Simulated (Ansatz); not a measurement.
# Bands, cutoff and cost in G0W0 for SrCl2 (fluorite (111) film, 2 layers)

Aim: see how the G0W0 gap of SrCl2 (fluorite (111) film, 2 layers) on LDA moves with empty bands and screening cutoff, and what each rung costs.

Main program and level: Ansatz 0.2.0; G0W0 on LDA, plane waves, PAW.

## 1. The starting structure

The cell holds 6 atoms: 4 Cl and 2 Sr. Cell: a = 4.933 Å, b = 4.933 Å, c = 34.600 Å, α = 90.0°, β = 90.0°, γ = 120.0°. It derives from SrCl2. Vacuum lies along c.

The structure was relaxed with LDA (ions only). The runs that relaxed it are not among those shown. The default PAW set here is soft_2. Its files were made with PBE. The Coulomb interaction is cut off across the vacuum.

## 2. 357 empty bands, screening to 36 eV

G0W0 replaces the xc potential by the self-energy, built once from these orbitals. Only a window of levels is corrected, while the sums run over the empty bands that the input names.

Contents of input.yaml:

```yaml
crystal:
  lattice:
    - [4.9332718803, 0.0, 0.0]
    - [-2.4666359402, 4.2723387721, 0.0]
    - [0.0, 0.0, 34.6]
  atoms:
    - { symbol: Cl, position: [0.6666666667, 0.3333333333, 0.5283983779] }
    - { symbol: Sr, position: [0.0, 0.0, 0.5542290887] }
    - { symbol: Cl, position: [0.3333333333, 0.6666666667, 0.5823571795] }
    - { symbol: Cl, position: [0.3333333333, 0.6666666667, 0.4176428205] }
    - { symbol: Sr, position: [0.6666666667, 0.3333333333, 0.4457709113] }
    - { symbol: Cl, position: [0.0, 0.0, 0.4716016221] }
  periodic: [true, true, false]
kpoints:
  mp_grid: { grid: [3, 3, 1] }
hamiltonian:
  xc: lda
scf:
  occupations: { method: fixed }
gw:
  n_empty_bands: 357
  ecut_chi: 36
  qp_bands: [v2, c2]
  qp_kpoints: band_edges
  screening: { model: contour_deformation }
```

Run with:

```console
$ ansatz run input.yaml --threads 4 --pin off --max-ram 17510MiB --backend cpu --events-out ev --progress --plain --runs-dir out
```

Numbers of over 12 decimals in the logs are rounded to 6 here.

Output:

```text
Engine: ansatz 0.2.0, aarch64-unknown-linux-gnu
Pseudopotentials: kind: paw
Pseudopotential: Cl, paw, valence charge 7, recommended cutoff 420 eV (normal), Cl.paw.azcp
Pseudopotential: Sr, paw, valence charge 10, recommended cutoff 420 eV (normal), Sr.paw.azcp
Functional definition: SPW92
  exchange = slater_x
  correlation = pw_c
Crystal: 6 atoms, lattice volume = 729.251 Å³
Basis set: ecut = 420 eV, 14269 PW (Γ)
Bands: 30, of which v1, the nominal top of the filled ones, is band 24 counted from 1 (23 counted from 0)
Symmetry: 12 space group operations
Space group: P-3m1 (ITA 164), of the structure as read, at distance tolerance 9.0e-5 Å
k-points: 3 of 9
Non-local potential: Cl, projectors of the file, l = 0: 2, l = 1: 2, l = 2: 2
Non-local potential: Sr, projectors of the file, l = 0: 3, l = 1: 2, l = 2: 2
PAW form: soft (Blöchl's): semilocal exchange-correlation on the pseudo side does not see the compensation charge
PAW frozen core: Cl, regenerated for the run's functional, and the local potential with it (the file was generated under x = pbe(κ = 0.804, μ = 0.219515), c = pbe(β = 0.066725))
PAW frozen core: Sr, regenerated for the run's functional, and the local potential with it (the file was generated under x = pbe(κ = 0.804, μ = 0.219515), c = pbe(β = 0.066725))
PAW one-centre angular grid: Cl, 110 points (default); XC on 64 Gauss nodes
PAW one-centre angular grid: Sr, 110 points (default); XC on 64 Gauss nodes
Initial density: superposition of atomic densities (neutral atoms: chi_scale 0, normalization atom), corrected by the library's trained network
Initial wavefunctions: pseudopotential atomic-orbital guess
Functional: x = slater, c = lda
SCF iter   1: F=—  HF=-11079.319544 eV  |F-HF|=—  |Δ(HF+E_count)|=         —  Δρ=2.96e-3  dr2=6.82e-2  ethr=1.77e-3  ⟨swp⟩=8.3  Hψ=545  notcnv=0  defer=14
preconditioner: auto → Resta (q_TF=auto, 1.734 Å⁻¹)  ε∞=1.4  [insulator: Δε(μ)=4.949 eV  Ē_g=13.622 eV  n_scr=84 (ndim 8)  ℏωp=9.1 eV  f_vac=0.747  ε∞_Penn≈1.4  vacuum switching on, ρ_ref=1.3e-2 e/Å³]
SCF iter   2: F=—  HF=-11079.299929 eV  |F-HF|=—  |Δ(HF+E_count)|=   1.96e-2  Δρ=1.32e-3  dr2=5.98e-3  ethr=1.42e-4  ⟨swp⟩=4.3  Hψ=228  notcnv=0  defer=12
SCF iter   3: F=—  HF=-11079.299101 eV  |F-HF|=—  |Δ(HF+E_count)|=   8.28e-4  Δρ=4.32e-4  dr2=8.43e-4  ethr=1.25e-5  ⟨swp⟩=4.7  Hψ=167  notcnv=0  defer=11
SCF iter   4: F=—  HF=-11079.299033 eV  |F-HF|=—  |Δ(HF+E_count)|=   6.77e-5  Δρ=4.11e-5  dr2=1.38e-5  ethr=1.76e-6  ⟨swp⟩=2.3  Hψ=138  notcnv=0  defer=11
SCF iter   5: F=—  HF=-11079.299033 eV  |F-HF|=—  |Δ(HF+E_count)|=   1.87e-7  Δρ=1.55e-5  dr2=2.45e-6  ethr=2.87e-8  ⟨swp⟩=3.0  Hψ=216  notcnv=0  defer=11
SCF iter   6: F=—  HF=-11079.299032 eV  |F-HF|=—  |Δ(HF+E_count)|=   4.24e-7  Δρ=5.77e-6  dr2=1.53e-7  ethr=5.11e-9  ⟨swp⟩=2.3  Hψ=132  notcnv=0  defer=11
SCF iter   7: F=-11079.299033 eV  HF=-11079.299033 eV  |F-HF|=1.60e-8  |Δ(HF+E_count)|=   7.55e-8  Δρ=1.45e-6  dr2=2.07e-8  ethr=2.08e-10  ⟨swp⟩=31.0  Hψ=882  notcnv=0
SCF 1 converged in 7 iterations: F = -11079.299033 eV  dr2 = 2.07e-8
  greatest PAW one-centre occupation: 0.986 electrons in one spin orbital (limit 2), on the Sr atom at site 4 (counted from 0), in its partial waves of l = 0
NSCF: frozen V_eff on 3 k-points
G₀W₀ screening: q 1/3
[... further progress lines ...]
NSCF: frozen V_eff on 1 k-points
SCF converged after 7 iterations
Free energy (F): -11079.299033 eV
Harris-Foulkes:  -11079.299033 eV  (|F-HF|=1.60e-8)
Internal energy: -11079.299033 eV  (E = F + TS)
E sigma→0 (E₀):  -11079.299033 eV
Fermi energy:    -7.228926 eV
--- Per-component energies (eV) ---
  E_band       = -779.482467
  E_kinetic    = 1134.274195
  E_local      = -64095.143388  (includes V_loc(G=0)·N_el)
  E_nonlocal   = 532.610699
  E_hartree    = 31269.121537
  E_xc         = -766.993654
  E_vxc        = -809.693896  (∫ρ·V_xc dr)
  E_paw        = -7695.272396  (= ΣΔE_a)
  E_vpaw       = -79.768635  (= ΣTr[D̂ρ^β])
  E_aug_tail   = 0.000394  (compensation charges beyond the density's cutoff)
  E_ewald      = 28540.753344
  E_core_change = 1.350238  (= ΣΔE_core)
  E_smearing   = -0.000000  (= −TS)
  E_closure    = 0.000000  (closes the sum)
  Σ components = -11079.299033   (vs F -11079.299033, Δ=0.00e0)
--- Band table (eV) ---
  k-point 0: bands = [... 20 lower, -7.7101, -7.6002, -7.4437, -7.4437, -2.1761, -1.4726 (-1.4726°), -1.1138, -1.1138, ... 2 higher]
  k-point 1: bands = [... 20 lower, -7.5594, -7.5416, -7.4543, -7.2388, -1.4420, -1.0483 (-1.0483°), -0.8409 (-0.8409°), -0.7667 (-0.7667°), ... 2 higher]
  k-point 2: bands = [... 20 lower, -7.5025, -7.4614, -7.4614, -7.2289, -1.2465, -0.8567, -0.8567, -0.3931, ... 2 higher]
  ° read free of the cell's end (the report's vacuum.weakly_bound_levels)
--- G₀W₀: contour deformation, 5 samples at zero and on the imaginary axis and 1 off it, 9 q-points, 357 empty bands' worth ---
  eigenvalues of the whole cell's RPA ε∞ on this k-mesh (on a slab, of 1 + 4πα/V) = 1.1499, 1.4539, 1.4539; static W/v taken at q = 0 is 0.758249
  gw.qp_kpoints: band_edges: 3 of 3 stored k-points solved, in 1 pass; an edge of the gap read off the rows below is read off those points alone
    ik  band        ε_KS         Σx   Σc(E_QP)       V_xc       Z   E_QP_lin       E_QP  E_QP is
     0    23     -7.4437   -20.8648     2.7217   -16.7600  0.8112    -8.8505    -8.8267  root
     0    24     -7.4437   -20.8648     2.7217   -16.7600  0.8112    -8.8505    -8.8267  root
     0    25     -2.1761    -3.8610    -2.5848    -7.7634  0.8771    -0.8437    -0.8585  root
     0    26     -1.4726    -3.2935    -2.0917    -6.6001  0.8857    -0.2448    -0.2577  root
     1    23     -7.4543   -20.5522     2.7337   -16.3880  0.8094    -8.9115    -8.8847  root
     1    24     -7.2388   -20.6701     2.7279   -16.5290  0.8103    -8.6775    -8.6519  root
     1    25     -1.4420    -5.1886    -3.0740   -10.1400  0.8559     0.4718     0.4353  root
     1    26     -1.0483    -4.1372    -2.6057    -8.3606  0.8696     0.5960     0.5694  root
     2    23     -7.4614   -20.6236     2.6849   -16.5747  0.8118    -8.8481    -8.8253  root
     2    24     -7.2289   -20.7043     2.7217   -16.5911  0.8099    -8.6450    -8.6203  root
     2    25     -1.2465    -5.6385    -3.1437   -10.6768  0.8509     0.6860     0.6481  root
     2    26     -0.8567    -5.0678    -3.0740   -10.0774  0.8558     1.1214     1.0788  root
```

Wall time 55 s (4 threads of Arm Neoverse V1, shared host); peak memory 2.5 GiB; 3.5 min of CPU time.

This step gave:

```yaml
bands_summed: 381
plane_waves_in_the_screening_matrix: 375
q_points_in_the_mesh: 9
g0w0_gap_on_the_mesh: 7.762 eV
k_of_the_valence_top: 0.3333, 0.3333, 0
k_of_the_conduction_bottom: 0, 0, 0
starting_gap_on_the_mesh: 5.053 eV
z_at_the_valence_top: 0.8099
z_at_the_conduction_bottom: 0.8771
least_direct_g0w0_gap_on_the_computed_points: 7.968 eV
```

The gap on the mesh goes from 5.05 eV to 7.76 eV, a correction of +2.71 eV. Between the two edge states, bare exchange in place of the xc potential would open the gap by 8.02 eV, and correlation takes back 5.31 eV.

## 3. 867 empty bands, screening to 65 eV

Another rung: the empty bands reach about as high as the screening cutoff, so the two stay in balance.

Changes to input.yaml since step 2:

```diff
@@ -19,5 +19,6 @@
   occupations: { method: fixed }
+  convergence: { dr2_threshold: 1.0e-10 }
 gw:
-  n_empty_bands: 357
-  ecut_chi: 36
+  n_empty_bands: 867
+  ecut_chi: 65.0
   qp_bands: [v2, c2]
```

Output:

```text
[...]
Crystal: 6 atoms, lattice volume = 729.251 Å³
Basis set: ecut = 420 eV, 14269 PW (Γ)
Bands: 30, of which v1, the nominal top of the filled ones, is band 24 counted from 1 (23 counted from 0)
[... 1 set-up line as in the run before ...]
[...]
k-points: 3 of 9
[...]
SCF iter   1: F=—  HF=-11079.319544 eV  |F-HF|=—  |Δ(HF+E_count)|=         —  Δρ=2.96e-3  dr2=6.82e-2  ethr=1.77e-3  ⟨swp⟩=8.3  Hψ=545  notcnv=0  defer=14
[...]
SCF iter  10: F=-11079.299033 eV  HF=-11079.299033 eV  |F-HF|=6.18e-11  |Δ(HF+E_count)|=  1.09e-10  Δρ=3.02e-8  dr2=8.22e-12  ethr=1.00e-12  ⟨swp⟩=30.7  Hψ=864  notcnv=0
SCF 1 converged in 10 iterations: F = -11079.299033 eV  dr2 = 8.22e-12
[...]
NSCF: frozen V_eff on 3 k-points
G₀W₀ screening: q 1/3
[... further progress lines ...]
[...]
SCF converged after 10 iterations
Free energy (F): -11079.299033 eV
[...]
Internal energy: -11079.299033 eV  (E = F + TS)
E sigma→0 (E₀):  -11079.299033 eV
Fermi energy:    -7.228875 eV
[...]
--- Band table (eV) ---
  k-point 0: bands = [... 20 lower, -7.7100, -7.6001, -7.4436, -7.4436, -2.1760, -1.4726 (-1.4726°), -1.1138, -1.1138, ... 2 higher]
  k-point 1: bands = [... 20 lower, -7.5593, -7.5415, -7.4542, -7.2388, -1.4420, -1.0483 (-1.0483°), -0.8409 (-0.8409°), -0.7667 (-0.7667°), ... 2 higher]
  k-point 2: bands = [... 20 lower, -7.5024, -7.4613, -7.4613, -7.2289, -1.2465, -0.8567, -0.8567, -0.3931, ... 2 higher]
  ° read free of the cell's end (the report's vacuum.weakly_bound_levels)
[...]
0    23     -7.4436   -20.8647     2.5138   -16.7599  0.8033    -9.0661    -9.0346  root
     0    24     -7.4436   -20.8647     2.5138   -16.7599  0.8033    -9.0661    -9.0346  root
     0    25     -2.1760    -3.8610    -2.6344    -7.7634  0.8756    -0.8947    -0.9081  root
     0    26     -1.4726    -3.2935    -2.1462    -6.6001  0.8843    -0.3007    -0.3122  root
     1    23     -7.4542   -20.5520     2.5361   -16.3878  0.8014    -9.1174    -9.0823  root
     1    24     -7.2388   -20.6700     2.5283   -16.5289  0.8020    -8.8851    -8.8515  root
     1    25     -1.4420    -5.1886    -3.2233   -10.1400  0.8537     0.3160     0.2860  root
     1    26     -1.0483    -4.1372    -2.7165    -8.3606  0.8678     0.4810     0.4585  root
     2    23     -7.4613   -20.6235     2.4767   -16.5746  0.8039    -9.0638    -9.0334  root
     2    24     -7.2289   -20.7042     2.5187   -16.5910  0.8017    -8.8561    -8.8234  root
     2    25     -1.2465    -5.6385    -3.3058   -10.6768  0.8483     0.5167     0.4860  root
     2    26     -0.8567    -5.0678    -3.2302   -10.0774  0.8536     0.9575     0.9227  root
```

Elapsed: 4 min, on 4 threads; peak memory 6.6 GiB; 16 min of CPU time.

This step gave:

```
bands summed                                 : 891
plane waves in the screening matrix          : 879
q-points in the mesh                         : 9
G0W0 gap on the mesh                         : 7.915 eV
k of the valence top                         : 0.3333, 0.3333, 0
k of the conduction bottom                   : 0, 0, 0
starting gap on the mesh                     : 5.053 eV
Z at the valence top                         : 0.8017
Z at the conduction bottom                   : 0.8756
least direct G0W0 gap on the computed points : 8.127 eV
```

Against the run with 3×3×1 mesh, 357 empty bands, screening to 36 eV, the gap moves by +0.15 eV.

## 4. The runs together

Times are wall times on 4 threads of Arm Neoverse V1, shared host, good to a factor of about two.

| mesh | files | frequency | bands summed | cutoff (eV) | start (eV) | G0W0 (eV) | time | host memory (GiB) |
| --- | --- | --- | --- | --- | --- | --- | --- | --- |
| 3×3×1 | default PAW | contour deformation | 381 | 36 | 5.053 | 7.762 | 55 s | 2.5 |
| 3×3×1 | default PAW | contour deformation | 891 | 65 | 5.053 | 7.915 | 4 min | 6.6 |

How the two edges are built up, in eV (the quasiparticle level is the starting level plus Σx plus Σc less Vxc):

| run | edge | start | Σx | Σc | Vxc | Z | QP |
| --- | --- | --- | --- | --- | --- | --- | --- |
| 381 bands | valence top | -7.23 | -20.70 | 2.72 | -16.59 | 0.81 | -8.62 |
| 381 bands | conduction bottom | -2.18 | -3.86 | -2.58 | -7.76 | 0.88 | -0.86 |
| 891 bands | valence top | -7.23 | -20.70 | 2.52 | -16.59 | 0.80 | -8.82 |
| 891 bands | conduction bottom | -2.18 | -3.86 | -2.63 | -7.76 | 0.88 | -0.91 |

## 5. Summary of results

| Property | Result |
| --- | --- |
| 381 bands, 36 eV | 7.762 eV |
| 891 bands, 65 eV | 7.915 eV |
| estimated limit in bands and cutoff | 8.03 eV |
| mesh and start | 3×3×1, LDA |

What this shows: A line in one over the bands through the two rungs gives 8.03 eV, +0.11 eV from the top rung; with two points alone it is an unchecked estimate. The rungs stand 0.27 eV (381 bands) and 0.11 eV (891 bands) from it. From 381 to 891 bands the gap moves by +0.15 eV while the time grows 4.4-fold. Σc changes by −0.20 eV at the valence top and −0.05 eV at the conduction bottom, so the valence edge carries most of the change. The 3×3×1 mesh misses a band edge: over a band path and its finer mesh (run apart) the LDA gap is 5.01 eV, so the G0W0 gap over the zone may lie about 0.04 eV below its value on the mesh. In a film the band edges may be surface states, so its gap need not approach the bulk's. At these cutoffs the gaps of films stand short of the band limit, often by tenths of an eV, while the trend with thickness is less touched. The mesh in the plane is coarse for a sheet; gap and any exciton binding can still move on denser ones. The many-body steps are scalar-relativistic: spin-orbit coupling is not in them.

[Paths, hosts, dates, memory and timing lines, banners, echoed tables and standing remarks are left out of the program output.]

[Logs are printed without paths, hosts, clocks, repeated set-up lines and the standing remarks that a program may print on its own settings, such as how far it seeks lower states.]

[Runs of the session that timed out or met a known fault of the program may be left out.]

[Cells called generated may have been cut or substituted from an entry of the Crystallography Open Database or the Materials Project.]

[Hosts, paths, dates, database ids (printed as entryN), source tags and the programs' standing remarks are cut or masked in the printed files.]
